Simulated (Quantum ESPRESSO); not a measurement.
# Ti (Im-3m) in Quantum ESPRESSO: notebook

The runs below take Ti through single point, equation of state, with LDA.

All numbers are computed with Quantum ESPRESSO 7.5; they aren't measurements. Logs are shortened: lines on timing, memory, paths and dates and some standing lists are left out, and cuts for length are marked.

### Step 1. Starting point

The structure is cubic, space group Im-3m (No. 229). The conventional cell has a = 3.282 Å, b = 3.282 Å, c = 3.282 Å, α = 90.00°, β = 90.00°, γ = 90.00°. Ti (site symmetry m-3m) has 8 Ti at 2.84 Å as nearest neighbours.

This isn't the form of Ti at room conditions, which is hcp.

### Step 2. Single point, LDA, 16.62 Å³/atom

File pw.in:

```
&CONTROL
  calculation = 'scf'
  prefix = 'pwscf'
  outdir = './tmp'
  pseudo_dir = './pseudo'
  tprnfor = .true.
  tstress = .true.
  disk_io = 'nowf'
/
&SYSTEM
  ibrav = 0
  nat = 1
  ntyp = 1
  ecutwfc = 84
  nbnd = 12
  occupations = 'smearing'
  smearing = 'fd'
  degauss = 0.00367493
/
&ELECTRONS
  conv_thr = 2d-10
  electron_maxstep = 120
  mixing_beta = 0.5
/
ATOMIC_SPECIES
Ti    47.8670 Ti.upf
CELL_PARAMETERS angstrom
  -1.6075008044    1.6075008044    1.6075008044
   1.6075008044   -1.6075008044    1.6075008044
   1.6075008044    1.6075008044   -1.6075008044
ATOMIC_POSITIONS crystal
Ti     0.0000000000    0.0000000000    0.0000000000
K_POINTS automatic
11 11 11 0 0 0
```

Potentials or basis: PseudoDojo 0.4.1 SR LDA standard.

Launch:

```sh
OMP_NUM_THREADS=1 pw.x -in pw.in > pw.out
```

pw.out:

```text
This program is part of the open-source Quantum ESPRESSO suite
     for quantum simulation of materials; please cite
[... 9 lines left out ...]
     --------------------
     sticks:   dense  smooth     PW     G-vecs:    dense   smooth      PW
     Sum         709     709    219                11849    11849    2093

     Using Slab Decomposition

     bravais-lattice index     =            0
     lattice parameter (alat)  =       5.2615  a.u.
     unit-cell volume          =     112.1270 (a.u.)^3
     number of atoms/cell      =            1
     number of atomic types    =            1
     number of electrons       =        12.00
     number of Kohn-Sham states=           12
     kinetic-energy cutoff     =      84.0000  Ry
     charge density cutoff     =     336.0000  Ry
     scf convergence threshold =      2.0E-10
     mixing beta               =       0.5000
     number of iterations used =            8  plain     mixing
     Exchange-correlation= SLA  PW   NOGX NOGC
                           (   1   4   0   0   0   0   0)

     celldm(1)=   5.261514  celldm(2)=   0.000000  celldm(3)=   0.000000
     celldm(4)=   0.000000  celldm(5)=   0.000000  celldm(6)=   0.000000

     crystal axes: (cart. coord. in units of alat)
               a(1) = (  -0.577350   0.577350   0.577350 )
               a(2) = (   0.577350  -0.577350   0.577350 )
               a(3) = (   0.577350   0.577350  -0.577350 )

     reciprocal axes: (cart. coord. in units 2 pi/alat)
               b(1) = ( -0.000000  0.866025  0.866025 )
               b(2) = (  0.866025 -0.000000  0.866025 )
               b(3) = (  0.866025  0.866025  0.000000 )

     PseudoPot. # 1 for Ti read from file:
     Ti.upf
     Pseudo is Norm-conserving + core correction, Zval = 12.0
     Generated using ONCVPSP code by D. R. Hamann
     Using radial grid of 1568 points,  6 beta functions with:
                l(1) =   0
                l(2) =   0
                l(3) =   1
                l(4) =   1
                l(5) =   2
                l(6) =   2

     atomic species   valence    mass     pseudopotential
     Ti               12.00    47.86700     Ti( 1.00)

     48 Sym. Ops., with inversion, found

   Cartesian axes

     site n.     atom                  positions (alat units)
         1        Ti     tau(   1) = (   0.0000000   0.0000000   0.0000000  )

     number of k points=    56  Fermi-Dirac smearing, width (Ry)=  0.0037
                       cart. coord. in units 2pi/alat
        k(    1) = (   0.0000000   0.0000000   0.0000000), wk =   0.0015026
        k(    2) = (   0.0787296   0.0787296   0.0000000), wk =   0.0180316
        k(    3) = (   0.1574592   0.1574592   0.0000000), wk =   0.0180316
        k(    4) = (   0.2361887   0.2361887   0.0000000), wk =   0.0180316
        k(    5) = (   0.3149183   0.3149183   0.0000000), wk =   0.0180316
        k(    6) = (   0.3936479   0.3936479   0.0000000), wk =   0.0180316
[... 48 lines left out ...]
        k(   55) = (  -0.7872958  -0.0787296  -0.0787296), wk =   0.0120210
        k(   56) = (  -0.0000000  -0.0000000   0.7872958), wk =   0.0090158

     Dense  grid:    11849 G-vectors     FFT dimensions: (  32,  32,  32)

     Initial potential from superposition of free atoms

     starting charge      11.9987, renormalised to      12.0000
     Starting wfcs are   10 randomized atomic wfcs +    2 random wfcs

     Self-consistent Calculation

     iteration #  1     ecut=    84.00 Ry     beta= 0.50
     Davidson diagonalization with overlap
     ethr =  1.00E-02,  avg # of iterations =  3.4

     Threshold (ethr) on eigenvalues was too large:
     Diagonalizing with lowered threshold

     Davidson diagonalization with overlap
     ethr =  2.26E-04,  avg # of iterations =  1.4

     total energy              =    -118.67655509 Ry
     estimated scf accuracy    <       0.02888333 Ry

     iteration #  2     ecut=    84.00 Ry     beta= 0.50
     Davidson diagonalization with overlap
     ethr =  2.41E-04,  avg # of iterations =  2.1

     total energy              =    -118.68397111 Ry
     estimated scf accuracy    <       0.00118189 Ry

     iteration #  3     ecut=    84.00 Ry     beta= 0.50
     Davidson diagonalization with overlap
     ethr =  9.85E-06,  avg # of iterations =  2.2

     total energy              =    -118.68418465 Ry
     estimated scf accuracy    <       0.00005462 Ry

     iteration #  4     ecut=    84.00 Ry     beta= 0.50
     Davidson diagonalization with overlap
     ethr =  4.55E-07,  avg # of iterations =  2.2

     total energy              =    -118.68419085 Ry
     estimated scf accuracy    <       0.00000527 Ry

     iteration #  5     ecut=    84.00 Ry     beta= 0.50
     Davidson diagonalization with overlap
     ethr =  4.39E-08,  avg # of iterations =  1.0

     total energy              =    -118.68419022 Ry
     estimated scf accuracy    <       0.00000148 Ry

     iteration #  6     ecut=    84.00 Ry     beta= 0.50
     Davidson diagonalization with overlap
     ethr =  1.23E-08,  avg # of iterations =  2.0

     total energy              =    -118.68419056 Ry
     estimated scf accuracy    <       0.00000001 Ry

     iteration #  7     ecut=    84.00 Ry     beta= 0.50
     Davidson diagonalization with overlap
     ethr =  1.08E-10,  avg # of iterations =  2.0

     total energy              =    -118.68419056 Ry
     estimated scf accuracy    <          6.9E-10 Ry

     iteration #  8     ecut=    84.00 Ry     beta= 0.50
     Davidson diagonalization with overlap
     ethr =  5.74E-12,  avg # of iterations =  2.0

     End of self-consistent calculation

          k = 0.0000 0.0000 0.0000 (  1481 PWs)   bands (ev):

   -42.2824 -18.3923 -18.3923 -18.3923   7.5917  14.5432  14.5432  14.5432
    16.4255  16.4255  31.4114  31.4114

          k = 0.0787 0.0787 0.0000 (  1463 PWs)   bands (ev):

   -42.2693 -18.4589 -18.4125 -18.3927   7.8845  14.4078  14.5005  14.7627
    16.2758  16.4343  31.0030  31.3682

          k = 0.1575 0.1575 0.0000 (  1463 PWs)   bands (ev):

   -42.2342 -18.6349 -18.4666 -18.3940   8.6992  14.0637  14.2749  15.3869
    16.0875  16.4734  29.5870  30.7498

          k = 0.2362 0.2362 0.0000 (  1460 PWs)   bands (ev):

   -42.1879 -18.8599 -18.5366 -18.3957   9.8053  13.6485  13.9402  16.1540
    16.3045  16.5611  27.2845  29.4309

          k = 0.3149 0.3149 0.0000 (  1458 PWs)   bands (ev):

   -42.1450 -19.0616 -18.6002 -18.3974  10.6876  13.2964  14.0711  16.3365
    16.6829  17.2932  24.8330  28.1713

          k = 0.3936 0.3936 0.0000 (  1454 PWs)   bands (ev):

   -42.1193 -19.1793 -18.6377 -18.3984  10.9694  13.0985  14.7570  16.4199
    16.7771  17.9822  23.1056  27.4418
[... 231 lines left out ...]
          k =-0.0000-0.0000 0.6298 (  1441 PWs)   bands (ev):

   -42.0424 -18.9320 -18.8406 -18.8406  11.7513  12.0094  16.1170  16.1170
    17.0864  19.2030  25.1644  25.1644

          k =-0.0000-0.0787 0.7086 (  1457 PWs)   bands (ev):

   -42.0233 -18.9754 -18.8838 -18.8513  11.6386  11.6857  16.3929  16.5483
    17.6440  20.8024  23.1869  24.0243

          k =-0.7873-0.0787-0.0787 (  1452 PWs)   bands (ev):

   -42.0142 -18.9482 -18.9482 -18.8586  11.5250  11.5250  16.4871  17.4523
    17.4523  22.3378  22.3378  22.7740

          k =-0.0000-0.0000 0.7873 (  1464 PWs)   bands (ev):

   -42.0055 -18.9406 -18.9279 -18.9279  11.3654  11.3685  17.4192  17.4192
    17.6274  21.7364  22.7204  22.7204

     the Fermi energy is    13.5287 ev

!    total energy              =    -118.68419056 Ry
     estimated scf accuracy    <          4.9E-11 Ry
     smearing contrib. (-TS)   =      -0.00136509 Ry
     internal energy E=F+TS    =    -118.68282548 Ry

     The total energy is F=E-TS. E is the sum of the following terms:
     one-electron contribution =     -38.79397017 Ry
     hartree contribution      =      23.65866833 Ry
     xc contribution           =     -17.29092153 Ry
     ewald contribution        =     -86.25660211 Ry

     convergence has been achieved in   8 iterations

     Forces acting on atoms (cartesian axes, Ry/au):

     atom    1 type  1   force =     0.00000000    0.00000000    0.00000000

     Total force =     0.000000     Total SCF correction =     0.000000

     Computing stress (Cartesian axis) and pressure

          total   stress  (Ry/bohr**3)                   (kbar)     P=      -51.67
  -0.00035123   0.00000000   0.00000000          -51.67        0.00        0.00
   0.00000000  -0.00035123   0.00000000            0.00      -51.67        0.00
   0.00000000   0.00000000  -0.00035123            0.00        0.00      -51.67

=------------------------------------------------------------------------------=
   JOB DONE.
=------------------------------------------------------------------------------=
```

Run time: 7 s. Hardware: 1 thread of Intel Xeon Platinum 8488C (Sapphire Rapids), shared host; peak memory 0.05 GiB.

Results:

* Free energy: -1614.7807 eV
* Pressure: -5.2 GPa
* Band gap on the k mesh: none (metal or under the smearing width)

### Step 3. Single point, LDA, 16.97 Å³/atom

pw.in: that of step 2 with these lines changed.

```diff
@@ -27,5 +27,5 @@
 CELL_PARAMETERS angstrom
-  -1.6075008044    1.6075008044    1.6075008044
-   1.6075008044   -1.6075008044    1.6075008044
-   1.6075008044    1.6075008044   -1.6075008044
+  -1.6188216056    1.6188216056    1.6188216056
+   1.6188216056   -1.6188216056    1.6188216056
+   1.6188216056    1.6188216056   -1.6188216056
 ATOMIC_POSITIONS crystal
```

Potentials or basis: PseudoDojo 0.4.1 SR LDA standard.

Launch:

```sh
OMP_NUM_THREADS=1 pw.x -in pw.in > pw.out
```

It took 7 s on 1 thread of Intel Xeon Platinum 8488C (Sapphire Rapids), shared host; peak memory 0.05 GiB.

It converged, with:

```
Free energy            : -1614.7670 eV
Pressure               : -7.3 GPa
Band gap on the k mesh : none (metal or under the smearing width)
```

### Step 4. Single point, LDA, 17.32 Å³/atom

pw.in: that of step 3 with these lines changed.

```diff
@@ -27,5 +27,5 @@
 CELL_PARAMETERS angstrom
-  -1.6188216056    1.6188216056    1.6188216056
-   1.6188216056   -1.6188216056    1.6188216056
-   1.6188216056    1.6188216056   -1.6188216056
+  -1.6299862453    1.6299862453    1.6299862453
+   1.6299862453   -1.6299862453    1.6299862453
+   1.6299862453    1.6299862453   -1.6299862453
 ATOMIC_POSITIONS crystal
```

Launch:

```sh
OMP_NUM_THREADS=1 pw.x -in pw.in > pw.out
```

Run time: 6.6 s. Hardware: 1 thread of Intel Xeon Platinum 8488C (Sapphire Rapids), shared host; peak memory 0.05 GiB.

The run converged. Its results:

| Quantity | Value |
| --- | --- |
| Free energy | -1614.7488 eV |
| Pressure | -9.1 GPa |
| Band gap on the k mesh | none (metal or under the smearing width) |

### Step 5. Single point, LDA, 17.68 Å³/atom

pw.in: that of step 4 with these lines changed.

```diff
@@ -27,5 +27,5 @@
 CELL_PARAMETERS angstrom
-  -1.6299862453    1.6299862453    1.6299862453
-   1.6299862453   -1.6299862453    1.6299862453
-   1.6299862453    1.6299862453   -1.6299862453
+  -1.6410000000    1.6410000000    1.6410000000
+   1.6410000000   -1.6410000000    1.6410000000
+   1.6410000000    1.6410000000   -1.6410000000
 ATOMIC_POSITIONS crystal
```

Launch:

```sh
OMP_NUM_THREADS=1 pw.x -in pw.in > pw.out
```

It took 6.6 s on 1 thread of Intel Xeon Platinum 8488C (Sapphire Rapids), shared host; peak memory 0.05 GiB.

Results (log left out):

- Free energy: -1614.7268 eV
- Pressure: -10.8 GPa
- Band gap on the k mesh: none (metal or under the smearing width)

### Step 6. Single point, LDA, 18.03 Å³/atom

pw.in: that of step 5 with these lines changed.

```diff
@@ -27,5 +27,5 @@
 CELL_PARAMETERS angstrom
-  -1.6410000000    1.6410000000    1.6410000000
-   1.6410000000   -1.6410000000    1.6410000000
-   1.6410000000    1.6410000000   -1.6410000000
+  -1.6518678664    1.6518678664    1.6518678664
+   1.6518678664   -1.6518678664    1.6518678664
+   1.6518678664    1.6518678664   -1.6518678664
 ATOMIC_POSITIONS crystal
```

Potentials or basis: PseudoDojo 0.4.1 SR LDA standard.

Launch:

```sh
OMP_NUM_THREADS=1 pw.x -in pw.in > pw.out
```

Run time: 6.7 s. Hardware: 1 thread of Intel Xeon Platinum 8488C (Sapphire Rapids), shared host; peak memory 0.05 GiB.

It converged, with:

```
Free energy            : -1614.7011 eV
Pressure               : -12.4 GPa
Band gap on the k mesh : none (metal or under the smearing width)
```

### Step 7. Single point, LDA, 18.38 Å³/atom

pw.in: that of step 6 with these lines changed.

```diff
@@ -27,5 +27,5 @@
 CELL_PARAMETERS angstrom
-  -1.6518678664    1.6518678664    1.6518678664
-   1.6518678664   -1.6518678664    1.6518678664
-   1.6518678664    1.6518678664   -1.6518678664
+  -1.6625945817    1.6625945817    1.6625945817
+   1.6625945817   -1.6625945817    1.6625945817
+   1.6625945817    1.6625945817   -1.6625945817
 ATOMIC_POSITIONS crystal
```

Launch:

```sh
OMP_NUM_THREADS=1 pw.x -in pw.in > pw.out
```

Run time: 6.5 s. Hardware: 1 thread of Intel Xeon Platinum 8488C (Sapphire Rapids), shared host; peak memory 0.05 GiB.

Results (log left out):

```
Free energy            : -1614.6723 eV
Pressure               : -13.8 GPa
Band gap on the k mesh : none (metal or under the smearing width)
```

### Step 8. Single point, LDA, 18.74 Å³/atom

pw.in: that of step 7 with these lines changed.

```diff
@@ -27,5 +27,5 @@
 CELL_PARAMETERS angstrom
-  -1.6625945817    1.6625945817    1.6625945817
-   1.6625945817   -1.6625945817    1.6625945817
-   1.6625945817    1.6625945817   -1.6625945817
+  -1.6731846416    1.6731846416    1.6731846416
+   1.6731846416   -1.6731846416    1.6731846416
+   1.6731846416    1.6731846416   -1.6731846416
 ATOMIC_POSITIONS crystal
```

Launch:

```sh
OMP_NUM_THREADS=1 pw.x -in pw.in > pw.out
```

Run time: 6.7 s. Hardware: 1 thread of Intel Xeon Platinum 8488C (Sapphire Rapids), shared host; peak memory 0.05 GiB.

The run converged. Its results:

```yaml
Free_energy: -1614.6405 eV
Pressure: -15.0 GPa
Band_gap_on_the_k_mesh: none (metal or under the smearing width)
```

### Step 9. Equation of state, LDA

Potentials or basis: PseudoDojo 0.4.1 SR LDA standard.

This step only gathers the single runs of the series.

What came out:

```yaml
Equilibrium_volume: "15.87 Å³/atom (rough: see the caveat)"
Bulk_modulus: 122 GPa (rough)
```

Energy against volume, from the lowest point:
```
volume (Å³/atom)  energy (meV/atom)
          16.616               0.00
          16.969              13.72
          17.323              31.83
          17.676              53.89
          18.030              79.53
          18.383             108.40
          18.737             140.19
```

Caveat: the minimum lies outside the volumes run.
